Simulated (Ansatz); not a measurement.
# BeS (F-43m) in Ansatz: further runs

The runs below take BeS through relaxation of cell and atoms, with PBEsol.

Program: Ansatz 0.2.0. These are calculated values, not measurements. Logs are shortened: lines on timing, memory, paths and dates and some standing lists are left out, and cuts for length are marked.

### Step 1. Starting point

Symmetry: F-43m, No. 216, cubic system. The conventional cell has a = 4.850 Å, b = 4.850 Å, c = 4.850 Å, α = 90.00°, β = 90.00°, γ = 90.00°. S (site symmetry -43m) has 4 Be at 2.10 Å as nearest neighbours. Be (site symmetry -43m) has 4 S at 2.10 Å as nearest neighbours.

### Step 2. Relaxation of cell and atoms, PBEsol

input.yaml

```yaml
crystal:
  lattice:
    - [0.0, 2.425, 2.425]
    - [2.425, 0.0, 2.425]
    - [2.425, 2.425, 0.0]
  atoms:
    - { symbol: S, position: [0.75, 0.75, 0.75] }
    - { symbol: Be, position: [0.0, 0.0, 0.0] }
kpoints:
  mp_grid: { grid: [9, 9, 9] }
scf:
  occupations: { method: fermi_dirac, width: 0.05 }
hamiltonian:
  xc: pbesol
  pseudopotentials: { kind: all_electron, lapw: { basis_error: 0.001 } }
output:
  forces: true
  stress: true
relax:
  f_tol: 0.005
  max_steps: 60
  cell: {}
```

Potentials or basis: all-electron LAPW, scalar-relativistic.

Launch:

```bash
$ ansatz run input.yaml --threads 1 --pin off --max-ram 3072MiB --backend cpu --events-out ev --progress --plain --runs-dir out
```

The program printed:

```text
Warning: RAYON_NUM_THREADS=1 ignored (pool sized by the plan → 1); use --threads N
The last accepted step is kept in <dir> (removed where the run ends without a failure and the disk answers)
LAPW: plane waves up to 7.956 Å⁻¹, error target 1.0e-3 eV per atom; small_component_spin mean_spin; Be in spheres of 0.929 Å, 4 of its electrons in bands, Dirac shells []; S in spheres of 1.108 Å, 14 of its electrons in bands, Dirac shells [] (how accurate: hamiltonian.pseudopotentials.lapw.basis_error, Limitations)
Engine: ansatz 0.2.0, x86_64-unknown-linux-gnu
Pseudopotentials: kind: all_electron
Pseudopotential: S, LAPW, valence charge 14, lapw/all_electron/scalar/gaussian/S, Koelling and Harmon's equation, gaussian nucleus
Pseudopotential: Be, LAPW, valence charge 4, lapw/all_electron/scalar/gaussian/Be, Koelling and Harmon's equation, gaussian nucleus
Functional definition: PBEsol
  exchange = pbesol_x
  correlation = pbesol_c
Crystal: 2 atoms, lattice volume = 28.521 Å³
Basis set: ecut = 241.16426103588054 eV, 259 PW (Γ), exchange–correlation at level 2
Bands: 13, of which v1, the nominal top of the filled ones, is band 9 counted from 1 (8 counted from 0)
Symmetry: 24 space group operations
Space group: F-43m (ITA 216), of the structure as read, at distance tolerance 3.1e-5 Å
k-points: 35 of 729 (time reversal used)
Non-local potential: S, projectors of the file, none
Non-local potential: Be, projectors of the file, none
Initial density: superposition of atomic densities (chi_scale 0.1, normalization cell, long waves kept (reshape's long-wave potential 0.00 eV rms))
Initial wavefunctions: plane waves of lowest kinetic energy (no species holds an atomic orbital)
Functional: x = pbesol(κ = 0.804, μ = 0.12345679012345678), c = pbesol(β = 0.046)
iter 1 solved again at ethr=3.06e-3 eV; its pass at ethr=1.00e-1 eV (dr2=5.50e-1 eV) is discarded
SCF iter   1: F=—  HF=-11247.397764 eV  |F-HF|=—  |Δ(HF+E_count)|=         —  Δρ=4.18e-2  dr2=5.51e-1  ethr=3.06e-3  ⟨swp⟩=2.0  Hψ=3426  notcnv=0
preconditioner: auto → none  [insulator: Δε(μ)=3.398 eV  Ē_g=12.853 eV  σ=0.050 eV  W_gap=1.00  n_scr=8 (ndim 8)  ℏωp=19.7 eV  f_vac=0.000  D(μ)=0.00/eV (n_scr^D=0)  ε∞_Penn≈3.3]
SCF iter   2: F=—  HF=-11247.238966 eV  |F-HF|=—  |Δ(HF+E_count)|=   1.59e-1  Δρ=1.65e-2  dr2=7.41e-2  ethr=3.06e-3  ⟨swp⟩=2.0  Hψ=1293  notcnv=0
iter 3 solved again at ethr=2.33e-5 eV; its pass at ethr=4.12e-4 eV (dr2=4.19e-3 eV) is discarded
SCF iter   3: F=—  HF=-11247.222353 eV  |F-HF|=—  |Δ(HF+E_count)|=   1.66e-2  Δρ=3.26e-3  dr2=4.21e-3  ethr=2.33e-5  ⟨swp⟩=2.0  Hψ=2243  notcnv=0
SCF iter   4: F=—  HF=-11247.221527 eV  |F-HF|=—  |Δ(HF+E_count)|=         —  Δρ=7.15e-4  dr2=1.21e-4  ethr=2.33e-5  ⟨swp⟩=2.0  Hψ=1192  notcnv=0
the basis was enlarged: its passes take 42.2 KiB over the memory plan, 1 of 1 planned eigensolver slots
[...]
SCF 1 converged in 6 iterations: F = -11247.221580 eV  dr2 = 3.47e-9
[...]
SCF 2 converged in 4 iterations: F = -11247.222014 eV  dr2 = 4.46e-9
relax step   2: F+E_penalty+E_count = -11247.22201402 eV  Δ(F+E_penalty+E_count) = -4.340e-4 eV  max|allowed force component| = 4.857e-17 eV/Å  Δτ_max = 0.0000 Å  P = -0.323 GPa  Ω = 28.392 Å³  (4 SCF iters, accepted)
Crystal: 2 atoms, lattice volume = 28.296 Å³
Basis set: ecut = 242.43975026431283 eV, 259 PW (Γ), exchange–correlation at level 2
iter 1 solved again at ethr=1.11e-7 eV; its pass at ethr=1.00e-1 eV (dr2=1.99e-5 eV) is discarded
SCF iter   1: F=—  HF=-11247.222114 eV  |F-HF|=—  |Δ(HF+E_count)|=         —  Δρ=1.86e-4  dr2=1.54e-5  ethr=1.11e-7  ⟨swp⟩=4.1  Hψ=2312  notcnv=0
preconditioner: auto → none  [insulator: Δε(μ)=3.006 eV  Ē_g=12.761 eV  σ=0.050 eV  W_gap=1.00  n_scr=8 (ndim 8)  ℏωp=19.7 eV  f_vac=0.007  D(μ)=0.00/eV (n_scr^D=0)  ε∞_Penn≈3.4]
iter 2 solved again at ethr=7.46e-9 eV; its pass at ethr=8.57e-8 eV (dr2=1.34e-6 eV) is discarded
SCF iter   2: F=—  HF=-11247.222110 eV  |F-HF|=—  |Δ(HF+E_count)|=   4.12e-6  Δρ=5.37e-5  dr2=1.33e-6  ethr=7.46e-9  ⟨swp⟩=2.0  Hψ=2069  notcnv=0
SCF iter   3: F=-11247.222110 eV  HF=-11247.222110 eV  |F-HF|=1.20e-10  |Δ(HF+E_count)|=   1.84e-7  Δρ=1.57e-5  dr2=8.93e-8  ethr=7.42e-9  ⟨swp⟩=2.0  Hψ=1159  notcnv=0
SCF 3 converged in 3 iterations: F = -11247.222110 eV  dr2 = 8.93e-8
relax step   3: F+E_penalty+E_count = -11247.22210979 eV  Δ(F+E_penalty+E_count) = -9.577e-5 eV  max|allowed force component| = 4.048e-17 eV/Å  Δτ_max = 0.0000 Å  P = +0.002 GPa  Ω = 28.296 Å³  (3 SCF iters, accepted)
iter 1 solved again at ethr=4.93e-10 eV; its pass at ethr=1.00e-1 eV (dr2=8.87e-8 eV) is discarded
SCF iter   1: F=—  HF=-11247.222110 eV  |F-HF|=—  |Δ(HF+E_count)|=         —  Δρ=1.57e-5  dr2=8.85e-8  ethr=4.93e-10  ⟨swp⟩=4.1  Hψ=2503  notcnv=0
SCF iter   2: F=-11247.222110 eV  HF=-11247.222110 eV  |F-HF|=7.08e-9  |Δ(HF+E_count)|=   1.30e-8  Δρ=6.87e-6  dr2=1.36e-8  ethr=4.92e-10  ⟨swp⟩=2.0  Hψ=1159  notcnv=0
SCF 4 converged in 2 iterations: F = -11247.222110 eV  dr2 = 1.36e-8
relax step   4: F+E_penalty+E_count = -11247.22210984 eV  Δ(F+E_penalty+E_count) = -4.424e-8 eV  max|allowed force component| = 2.776e-17 eV/Å  Δτ_max = 0.0000 Å  P = +0.003 GPa  Ω = 28.296 Å³  stress off target by 2.99e-3 GPa  SCF on the basis re-selected at this cell (its energy is not comparable with the rows above)  (2 SCF iters)
basis re-selected at this cell: Δ(F+E_penalty+E_count) = -4.424e-8 eV, ΔP = +0.001 GPa vs the last step (what re-selecting the basis moved, after the strain that the cell walked since its last selection, with what the two solves' SCF thresholds leave and, on support functions, any second-order correction that the steps lacked; it is no measure of the basis error at this ecutwfc). This SCF's stress stands 2.99e-3 GPa from its target on what of the cell is left free (relax.cell.stress_tol is 5.00e-2 GPa) and its largest allowed force component is 2.78e-17 eV/Å (relax.f_tol is 5.00e-3 eV/Å): within both
SCF converged after 2 iterations
Free energy (F): -11247.222110 eV
Harris-Foulkes:  -11247.222110 eV  (|F-HF|=7.08e-9)
Internal energy: -11247.222110 eV  (E = F + TS)
E sigma→0 (E₀):  -11247.222110 eV
Fermi energy:    7.623951 eV
--- Per-component energies (eV) ---
  E_band       = -1428.899196
  E_kinetic    = 11289.314344
  E_xc         = -757.478235
  E_electrostatic = -21779.058219  (all electrons and nuclei)
  E_smearing   = -0.000000  (= −TS)
  E_closure    = 0.000000  (closes the sum)
  E_atoms      = -11236.685828  (free atoms, spherical and without spin; not in F)
  Σ components = -11247.222110   (vs F -11247.222110, Δ=0.00e0)
  Basis errors (estimates in eV, not in F): energy 6.2e-4 per atom: plane waves 5.7e-4 (3.5e-4 summed), levels above the bands 3.9e-40, relativity 7.1e-9, radial functions 4.5e-5, core shells 1.8e-13; eigenvalues (radial functions only) 1.7e-6; not estimated: angular momenta, meshes, grids; target (lapw.basis_error) 1.0e-3; muffin-tin radii Be 0.927 Å, S 1.105 Å
--- Forces (eV/Å), atoms counted from 1 ---
  atom   1  S      0.00000000     0.00000000    -0.00000000
  atom   2  Be    -0.00000000    -0.00000000     0.00000000
  max |Σ_I F_I| component: 1.39e-17 eV/Å
--- Stress (GPa, compression-positive) ---
        0.002987      -0.000000       0.000000
       -0.000000       0.002987       0.000000
        0.000000       0.000000       0.002987
  P = ⅓ Tr σ = 0.0030 GPa (0.030 kbar)
--- Relaxed structure (3 steps of the walk, 3 accepted, 1 SCFs on fresh bases) ---
  F+E_penalty+E_count = -11247.22210984 eV   max|allowed force component| = 2.776e-17 eV/Å   (the final SCF, on the basis selected at the relaxed cell)
  cell:  # Å, volume = 28.2963 Å³
    - [-8.916901057567287e-35, 2.418612556717559, 2.418612556717559]
    - [2.418612556717559, 9.426438260856843e-34, 2.418612556717559]
    - [2.418612556717559, 2.418612556717559, 8.279979553455335e-34]
  atoms:
    - { symbol: S, position: [0.75, 0.75, 0.75] }
    - { symbol: Be, position: [1.3402089819189527e-34, -1.075476343515209e-34, -1.5718500405222285e-34] }
```

Run time: 6.6 s. Hardware: 1 thread of Intel Xeon Platinum 8488C (Sapphire Rapids), shared host; peak memory 0.26 GiB.

What came out:

| Property | Result |
| --- | --- |
| Free energy | -11247.2221 eV |
| Relaxed volume | 14.15 Å³/atom |
| Relaxed cell | a = 3.420 Å, b = 3.420 Å, c = 3.420 Å, α = 60.00°, β = 60.00°, γ = 60.00° |
| Space group after relaxing (to 0.05 Å) | F-43m (No. 216) |
| Energy gained by relaxing | 0.3 meV/atom |
| Ionic steps | 4 |
| Pressure after relaxing | 0.0 GPa |
| Band gap on the k mesh | 3.01 eV |

Step by step:
```csv
step,energy change (eV),largest force (eV/Å),volume (Å³)
1,0.0000,0.0000,28.52
2,-0.0004,0.0000,28.39
3,-0.0005,0.0000,28.30
4,-0.0005,0.0000,28.30
```

Final structure:
```
CELL_PARAMETERS angstrom
0.00000 2.41861 2.41861
2.41861 0.00000 2.41861
2.41861 2.41861 0.00000
ATOMIC_POSITIONS crystal
S 0.75000 0.75000 0.75000
Be 0.00000 0.00000 0.00000
```

Caveat: an odd mesh through Γ misses points on the zone boundary, where band edges often lie.

[end of part 1 of 2]
